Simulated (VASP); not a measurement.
Crystal: CeO.

```
CELL_PARAMETERS angstrom
1.23186 0.71121 3.93039
-1.23186 0.71121 3.93039
0.00000 -1.42242 3.93039
ATOMIC_POSITIONS crystal
Ce 0.50000 0.50000 0.50000
O 0.00000 0.00000 0.00000
```

The cell comes from a database or a generator and needn't be the stable form of this composition.

Base run:

- Program: VASP 6.6.1
- Functional: PBE
- Potentials or basis: VASP PAW PBE potentials, release 64 (Ce, O)
- Cutoff: 520 eV
- k mesh: 9 × 9 × 9
- Occupations: gaussian, width 0.05 eV
- Spin: collinear spin, ferromagnetic start
- Starting moments: [1.0, 0.0] μB
- Fixed moment: 2 μB

Its results: pressure 137.6 GPa; net moment 2.00 μB per cell; site moments Ce +1.78; O +0.26 μB.

Q: The run is repeated on the same cell with these changes: fixed moment from 2 μB to none; further incar settings from ALGO = Normal; EDIFF = 1e-06 to ALGO = Fast; EDIFF = 1e-06. What comes out?

A: Pressure 128.4 GPa; net moment -0.05 μB per cell; site moments Ce -0.06; O +0.00 μB.

Caveats: the magnetic or orbital state may not be the lowest; a pressure of tens of GPa on the cell as given is suspect, and the run, the potentials or the cell itself is likely at fault; the total moment is fixed, so each spin has its own Fermi level (some runs).
